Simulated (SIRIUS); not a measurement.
# ZnSe (Stilleite) (F-43m) in SIRIUS: notebook, part 7 of 8

SIRIUS 7.12.0.

## 14. Equation of state, PBE, 23.21 Å³/atom (volume scaled by 1.02)

Input file sirius.json:

```json
{
  "control": {
    "processing_unit": "cpu",
    "std_evp_solver_name": "lapack",
    "gen_evp_solver_name": "lapack",
    "verbosity": 2,
    "print_forces": false,
    "ortho_rf": true,
    "use_second_variation": true,
    "rmt_max": 3.0,
    "num_bands_to_print": 24,
    "save_wf": true
  },
  "parameters": {
    "electronic_structure_method": "full_potential_lapwlo",
    "xc_functionals": ["XC_GGA_X_PBE", "XC_GGA_C_PBE"],
    "core_relativity": "dirac",
    "valence_relativity": "iora",
    "num_fv_states": 29,
    "smearing": "fermi_dirac",
    "smearing_width": 0.0018374661,
    "pw_cutoff": 20,
    "gk_cutoff": 3.77,
    "lmax_apw": 10,
    "lmax_rho": 8,
    "lmax_pot": 8,
    "num_mag_dims": 0,
    "auto_rmt": 0,
    "ngridk": [8, 8, 8],
    "shiftk": [0, 0, 0],
    "num_dft_iter": 80,
    "energy_tol": 1e-07,
    "density_tol": 1e-05,
    "use_symmetry": true
  },
  "settings": {"tol_ne": 1e-10},
  "iterative_solver": {"type": "exact"},
  "mixer": {"type": "anderson", "beta": 0.5, "max_history": 8},
  "unit_cell": {
    "lattice_vectors": [[0.0, 5.390571203, 5.390571203], [5.390571203, 0.0, 5.390571203], [5.390571203, 5.390571203, 0.0]],
    "atom_types": ["Se", "Zn"],
    "atom_files": {"Se": "Se.json", "Zn": "Zn.json"},
    "atoms": {"Se": [[0.75, 0.75, 0.75]], "Zn": [[0.0, 0.0, 0.0]]}
  }
}
```

Input file Se.json:

```json
{
  "name": "selenium",
  "symbol": "Se",
  "number": 34,
  "mass": 78.96,
  "rmin": 1e-06,
  "rmt": 2.23,
  "nrmt": 800,
  "rinf": 13.6,
  "core": "1s2s2p",
  "valence": [
    {"basis": [{"enu": -0.07, "dme": 0, "n": 0, "auto": 0}, {"enu": -0.07, "dme": 1, "n": 0, "auto": 0}]},
    {"l": 0, "n": 1, "basis": [{"enu": -0.1183, "dme": 0, "n": 0, "auto": 0}]},
    {"l": 1, "n": 2, "basis": [{"enu": 0.03, "dme": 0, "n": 0, "auto": 0}]},
    {"l": 2, "n": 3, "basis": [{"enu": 0.03, "dme": 0, "n": 0, "auto": 0}]},
    {"l": 3, "n": 4, "basis": [{"enu": 0.03, "dme": 0, "n": 0, "auto": 0}]}
  ],
  "lo": [
    {
      "l": 0,
      "basis": [{"enu": -0.1183, "dme": 0, "n": 0, "auto": 0}, {"enu": -0.1183, "dme": 1, "n": 0, "auto": 0}]
    },
    {
      "l": 0,
      "basis": [{"enu": -0.1183, "dme": 1, "n": 0, "auto": 0}, {"enu": -0.1183, "dme": 2, "n": 0, "auto": 0}]
    },
    {
      "l": 0,
      "basis": [{"enu": -7.5218, "dme": 0, "n": 3, "auto": 1}, {"enu": -7.5218, "dme": 1, "n": 3, "auto": 1}]
    },
    {
      "l": 0,
      "basis": [{"enu": -0.1183, "dme": 0, "n": 0, "auto": 0}, {"enu": 2.2947, "dme": 0, "n": 0, "auto": 0}]
    },
    {"l": 1, "basis": [{"enu": 0.03, "dme": 0, "n": 0, "auto": 0}, {"enu": 0.03, "dme": 1, "n": 0, "auto": 0}]},
    {
      "l": 1,
      "basis": [{"enu": -5.3306, "dme": 0, "n": 3, "auto": 1}, {"enu": -5.3306, "dme": 1, "n": 3, "auto": 1}]
    },
    {
      "l": 1,
      "basis": [{"enu": -5.3306, "dme": 1, "n": 3, "auto": 1}, {"enu": 0.03, "dme": 0, "n": 0, "auto": 0}]
    },
    {"l": 1, "basis": [{"enu": 0.03, "dme": 0, "n": 0, "auto": 0}, {"enu": 3.7301, "dme": 0, "n": 0, "auto": 0}]},
    {"l": 2, "basis": [{"enu": 0.03, "dme": 0, "n": 0, "auto": 0}, {"enu": 0.03, "dme": 1, "n": 0, "auto": 0}]},
    {
      "l": 2,
      "basis": [{"enu": -1.6895, "dme": 0, "n": 3, "auto": 1}, {"enu": -1.6895, "dme": 1, "n": 3, "auto": 1}]
    },
    {
      "l": 2,
      "basis": [{"enu": -1.6895, "dme": 1, "n": 3, "auto": 1}, {"enu": 0.03, "dme": 0, "n": 0, "auto": 0}]
    },
    {"l": 2, "basis": [{"enu": 0.03, "dme": 0, "n": 0, "auto": 0}, {"enu": 4.2127, "dme": 0, "n": 0, "auto": 0}]},
    {"l": 3, "basis": [{"enu": 0.03, "dme": 0, "n": 0, "auto": 0}, {"enu": 0.03, "dme": 1, "n": 0, "auto": 0}]},
    {"l": 3, "basis": [{"enu": 0.03, "dme": 0, "n": 0, "auto": 0}, {"enu": 3.529, "dme": 0, "n": 0, "auto": 0}]}
  ],
  "free_atom": [... radial grid and density of the free atom, the start of the SCF ...]
}
```

Input file Zn.json:

```json
{
  "name": "zinc",
  "symbol": "Zn",
  "number": 30,
  "mass": 65.38,
  "rmin": 1e-06,
  "rmt": 2.23,
  "nrmt": 800,
  "rinf": 14.28,
  "core": "1s2s2p",
  "valence": [
    {"basis": [{"enu": -0.07, "dme": 0, "n": 0, "auto": 0}, {"enu": -0.07, "dme": 1, "n": 0, "auto": 0}]},
    {"l": 0, "n": 1, "basis": [{"enu": 0.03, "dme": 0, "n": 0, "auto": 0}]},
    {"l": 1, "n": 2, "basis": [{"enu": 0.03, "dme": 0, "n": 0, "auto": 0}]},
    {"l": 2, "n": 3, "basis": [{"enu": 0.002, "dme": 0, "n": 0, "auto": 0}]},
    {"l": 3, "n": 4, "basis": [{"enu": 0.03, "dme": 0, "n": 0, "auto": 0}]}
  ],
  "lo": [
    {"l": 0, "basis": [{"enu": 0.03, "dme": 0, "n": 0, "auto": 0}, {"enu": 0.03, "dme": 1, "n": 0, "auto": 0}]},
    {
      "l": 0,
      "basis": [{"enu": -4.4569, "dme": 0, "n": 3, "auto": 1}, {"enu": -4.4569, "dme": 1, "n": 3, "auto": 1}]
    },
    {
      "l": 0,
      "basis": [{"enu": -4.4569, "dme": 1, "n": 3, "auto": 1}, {"enu": 0.03, "dme": 0, "n": 0, "auto": 0}]
    },
    {"l": 0, "basis": [{"enu": 0.03, "dme": 0, "n": 0, "auto": 0}, {"enu": 3.2474, "dme": 0, "n": 0, "auto": 0}]},
    {"l": 1, "basis": [{"enu": 0.03, "dme": 0, "n": 0, "auto": 0}, {"enu": 0.03, "dme": 1, "n": 0, "auto": 0}]},
    {
      "l": 1,
      "basis": [{"enu": -2.7979, "dme": 0, "n": 3, "auto": 1}, {"enu": -2.7979, "dme": 1, "n": 3, "auto": 1}]
    },
    {
      "l": 1,
      "basis": [{"enu": -2.7979, "dme": 1, "n": 3, "auto": 1}, {"enu": 0.03, "dme": 0, "n": 0, "auto": 0}]
    },
    {"l": 1, "basis": [{"enu": 0.03, "dme": 0, "n": 0, "auto": 0}, {"enu": 3.7301, "dme": 0, "n": 0, "auto": 0}]},
    {"l": 2, "basis": [{"enu": 0.002, "dme": 0, "n": 0, "auto": 0}, {"enu": 0.002, "dme": 1, "n": 0, "auto": 0}]},
    {"l": 2, "basis": [{"enu": 0.002, "dme": 1, "n": 0, "auto": 0}, {"enu": 0.002, "dme": 2, "n": 0, "auto": 0}]},
    {"l": 2, "basis": [{"enu": 0.002, "dme": 0, "n": 0, "auto": 0}, {"enu": 3.139, "dme": 0, "n": 0, "auto": 0}]},
    {"l": 3, "basis": [{"enu": 0.03, "dme": 0, "n": 0, "auto": 0}, {"enu": 0.03, "dme": 1, "n": 0, "auto": 0}]},
    {"l": 3, "basis": [{"enu": 0.03, "dme": 0, "n": 0, "auto": 0}, {"enu": 3.529, "dme": 0, "n": 0, "auto": 0}]}
  ],
  "free_atom": [... radial grid and density of the free atom, the start of the SCF ...]
}
```

Input file sirius_start.json:

```json
{
  "control": {
    "processing_unit": "cpu",
    "std_evp_solver_name": "lapack",
    "gen_evp_solver_name": "lapack",
    "verbosity": 1,
    "print_forces": false,
    "ortho_rf": true,
    "use_second_variation": true,
    "rmt_max": 3.0,
    "num_bands_to_print": 24,
    "save_wf": false
  },
  "parameters": {
    "electronic_structure_method": "full_potential_lapwlo",
    "xc_functionals": ["XC_LDA_X", "XC_LDA_C_PW"],
    "core_relativity": "dirac",
    "valence_relativity": "iora",
    "num_fv_states": 29,
    "smearing": "fermi_dirac",
    "smearing_width": 0.0055123983,
    "pw_cutoff": 20,
    "gk_cutoff": 3.01,
    "lmax_apw": 10,
    "lmax_rho": 8,
    "lmax_pot": 8,
    "num_mag_dims": 0,
    "auto_rmt": 0,
    "ngridk": [3, 3, 3],
    "shiftk": [0, 0, 0],
    "num_dft_iter": 30,
    "energy_tol": 0.01,
    "density_tol": 0.05,
    "use_symmetry": true
  },
  "settings": {"tol_ne": 1e-10},
  "iterative_solver": {"type": "exact"},
  "mixer": {"type": "anderson", "beta": 0.5, "max_history": 8},
  "unit_cell": {
    "lattice_vectors": [[0.0, 5.390571203, 5.390571203], [5.390571203, 0.0, 5.390571203], [5.390571203, 5.390571203, 0.0]],
    "atom_types": ["Se", "Zn"],
    "atom_files": {"Se": "Se.json", "Zn": "Zn.json"},
    "atoms": {"Se": [[0.75, 0.75, 0.75]], "Zn": [[0.0, 0.0, 0.0]]}
  }
}
```

Command:

```console
OMP_NUM_THREADS=1 sirius.scf --input=sirius_start.json --output=start.json
OMP_NUM_THREADS=1 sirius.scf --input=sirius.json --output=output.json --task=1
```

Run time: 62 s. Hardware: 1 thread of Arm Neoverse V1, shared host; peak memory 0.47 GiB.

The run converged. Its results:

```
Free energy                                       : -115005.8018 eV
Band gap on the k mesh                            : 1.21 eV, direct
All electrons inside the program's atomic spheres : Se 32.05; Zn 28.57 (radii Se 2.23, Zn 2.23 bohr)
```

## 15. Equation of state, PBE, 23.67 Å³/atom (volume scaled by 1.04)

sirius.json, as its differences from that of step 14:

```diff
@@ -39,3 +39,3 @@
   "unit_cell": {
-    "lattice_vectors": [[0.0, 5.390571203, 5.390571203], [5.390571203, 0.0, 5.390571203], [5.390571203, 5.390571203, 0.0]],
+    "lattice_vectors": [[0.0, 5.4255758928, 5.4255758928], [5.4255758928, 0.0, 5.4255758928], [5.4255758928, 5.4255758928, 0.0]],
     "atom_types": ["Se", "Zn"],
```

Input file Se.json:

```json
{
  "name": "selenium",
  "symbol": "Se",
  "number": 34,
  "mass": 78.96,
  "rmin": 1e-06,
  "rmt": 2.23,
  "nrmt": 800,
  "rinf": 13.6,
  "core": "1s2s2p",
  "valence": [
    {"basis": [{"enu": -0.08, "dme": 0, "n": 0, "auto": 0}, {"enu": -0.08, "dme": 1, "n": 0, "auto": 0}]},
    {"l": 0, "n": 1, "basis": [{"enu": -0.1283, "dme": 0, "n": 0, "auto": 0}]},
    {"l": 1, "n": 2, "basis": [{"enu": 0.02, "dme": 0, "n": 0, "auto": 0}]},
    {"l": 2, "n": 3, "basis": [{"enu": 0.02, "dme": 0, "n": 0, "auto": 0}]},
    {"l": 3, "n": 4, "basis": [{"enu": 0.02, "dme": 0, "n": 0, "auto": 0}]}
  ],
  "lo": [
    {
      "l": 0,
      "basis": [{"enu": -0.1283, "dme": 0, "n": 0, "auto": 0}, {"enu": -0.1283, "dme": 1, "n": 0, "auto": 0}]
    },
    {
      "l": 0,
      "basis": [{"enu": -0.1283, "dme": 1, "n": 0, "auto": 0}, {"enu": -0.1283, "dme": 2, "n": 0, "auto": 0}]
    },
    {
      "l": 0,
      "basis": [{"enu": -7.5318, "dme": 0, "n": 3, "auto": 1}, {"enu": -7.5318, "dme": 1, "n": 3, "auto": 1}]
    },
    {
      "l": 0,
      "basis": [{"enu": -0.1283, "dme": 0, "n": 0, "auto": 0}, {"enu": 2.2847, "dme": 0, "n": 0, "auto": 0}]
    },
    {"l": 1, "basis": [{"enu": 0.02, "dme": 0, "n": 0, "auto": 0}, {"enu": 0.02, "dme": 1, "n": 0, "auto": 0}]},
    {
      "l": 1,
      "basis": [{"enu": -5.3406, "dme": 0, "n": 3, "auto": 1}, {"enu": -5.3406, "dme": 1, "n": 3, "auto": 1}]
    },
    {
      "l": 1,
      "basis": [{"enu": -5.3406, "dme": 1, "n": 3, "auto": 1}, {"enu": 0.02, "dme": 0, "n": 0, "auto": 0}]
    },
    {"l": 1, "basis": [{"enu": 0.02, "dme": 0, "n": 0, "auto": 0}, {"enu": 3.7201, "dme": 0, "n": 0, "auto": 0}]},
    {"l": 2, "basis": [{"enu": 0.02, "dme": 0, "n": 0, "auto": 0}, {"enu": 0.02, "dme": 1, "n": 0, "auto": 0}]},
    {
      "l": 2,
      "basis": [{"enu": -1.6995, "dme": 0, "n": 3, "auto": 1}, {"enu": -1.6995, "dme": 1, "n": 3, "auto": 1}]
    },
    {
      "l": 2,
      "basis": [{"enu": -1.6995, "dme": 1, "n": 3, "auto": 1}, {"enu": 0.02, "dme": 0, "n": 0, "auto": 0}]
    },
    {"l": 2, "basis": [{"enu": 0.02, "dme": 0, "n": 0, "auto": 0}, {"enu": 4.2027, "dme": 0, "n": 0, "auto": 0}]},
    {"l": 3, "basis": [{"enu": 0.02, "dme": 0, "n": 0, "auto": 0}, {"enu": 0.02, "dme": 1, "n": 0, "auto": 0}]},
    {"l": 3, "basis": [{"enu": 0.02, "dme": 0, "n": 0, "auto": 0}, {"enu": 3.519, "dme": 0, "n": 0, "auto": 0}]}
  ],
  "free_atom": [... radial grid and density of the free atom, the start of the SCF ...]
}
```

Input file Zn.json:

```json
{
  "name": "zinc",
  "symbol": "Zn",
  "number": 30,
  "mass": 65.38,
  "rmin": 1e-06,
  "rmt": 2.23,
  "nrmt": 800,
  "rinf": 14.28,
  "core": "1s2s2p",
  "valence": [
    {"basis": [{"enu": -0.08, "dme": 0, "n": 0, "auto": 0}, {"enu": -0.08, "dme": 1, "n": 0, "auto": 0}]},
    {"l": 0, "n": 1, "basis": [{"enu": 0.02, "dme": 0, "n": 0, "auto": 0}]},
    {"l": 1, "n": 2, "basis": [{"enu": 0.02, "dme": 0, "n": 0, "auto": 0}]},
    {"l": 2, "n": 3, "basis": [{"enu": -0.0081, "dme": 0, "n": 0, "auto": 0}]},
    {"l": 3, "n": 4, "basis": [{"enu": 0.02, "dme": 0, "n": 0, "auto": 0}]}
  ],
  "lo": [
    {"l": 0, "basis": [{"enu": 0.02, "dme": 0, "n": 0, "auto": 0}, {"enu": 0.02, "dme": 1, "n": 0, "auto": 0}]},
    {
      "l": 0,
      "basis": [{"enu": -4.4669, "dme": 0, "n": 3, "auto": 1}, {"enu": -4.4669, "dme": 1, "n": 3, "auto": 1}]
    },
    {
      "l": 0,
      "basis": [{"enu": -4.4669, "dme": 1, "n": 3, "auto": 1}, {"enu": 0.02, "dme": 0, "n": 0, "auto": 0}]
    },
    {"l": 0, "basis": [{"enu": 0.02, "dme": 0, "n": 0, "auto": 0}, {"enu": 3.2374, "dme": 0, "n": 0, "auto": 0}]},
    {"l": 1, "basis": [{"enu": 0.02, "dme": 0, "n": 0, "auto": 0}, {"enu": 0.02, "dme": 1, "n": 0, "auto": 0}]},
    {
      "l": 1,
      "basis": [{"enu": -2.8079, "dme": 0, "n": 3, "auto": 1}, {"enu": -2.8079, "dme": 1, "n": 3, "auto": 1}]
    },
    {
      "l": 1,
      "basis": [{"enu": -2.8079, "dme": 1, "n": 3, "auto": 1}, {"enu": 0.02, "dme": 0, "n": 0, "auto": 0}]
    },
    {"l": 1, "basis": [{"enu": 0.02, "dme": 0, "n": 0, "auto": 0}, {"enu": 3.7201, "dme": 0, "n": 0, "auto": 0}]},
    {
      "l": 2,
      "basis": [{"enu": -0.0081, "dme": 0, "n": 0, "auto": 0}, {"enu": -0.0081, "dme": 1, "n": 0, "auto": 0}]
    },
    {
      "l": 2,
      "basis": [{"enu": -0.0081, "dme": 1, "n": 0, "auto": 0}, {"enu": -0.0081, "dme": 2, "n": 0, "auto": 0}]
    },
    {
      "l": 2,
      "basis": [{"enu": -0.0081, "dme": 0, "n": 0, "auto": 0}, {"enu": 3.129, "dme": 0, "n": 0, "auto": 0}]
    },
    {"l": 3, "basis": [{"enu": 0.02, "dme": 0, "n": 0, "auto": 0}, {"enu": 0.02, "dme": 1, "n": 0, "auto": 0}]},
    {"l": 3, "basis": [{"enu": 0.02, "dme": 0, "n": 0, "auto": 0}, {"enu": 3.519, "dme": 0, "n": 0, "auto": 0}]}
  ],
  "free_atom": [... radial grid and density of the free atom, the start of the SCF ...]
}
```

sirius_start.json, as its differences from that of step 14:

```diff
@@ -39,3 +39,3 @@
   "unit_cell": {
-    "lattice_vectors": [[0.0, 5.390571203, 5.390571203], [5.390571203, 0.0, 5.390571203], [5.390571203, 5.390571203, 0.0]],
+    "lattice_vectors": [[0.0, 5.4255758928, 5.4255758928], [5.4255758928, 0.0, 5.4255758928], [5.4255758928, 5.4255758928, 0.0]],
     "atom_types": ["Se", "Zn"],
```

Potentials or basis: all-electron FP-LAPW, apw+lo standard.

Command:

```console
OMP_NUM_THREADS=1 sirius.scf --input=sirius_start.json --output=start.json
OMP_NUM_THREADS=1 sirius.scf --input=sirius.json --output=output.json --task=1
```

It took 63 s on 1 thread of Arm Neoverse V1, shared host; peak memory 0.48 GiB.

It converged, with:

| Property | Result |
| --- | --- |
| Free energy | -115005.8031 eV |
| Band gap on the k mesh | 1.13 eV, direct |
| All electrons inside the program's atomic spheres | Se 32.03; Zn 28.56 (radii Se 2.23, Zn 2.23 bohr) |

(Part 7 of 8 ends here.)
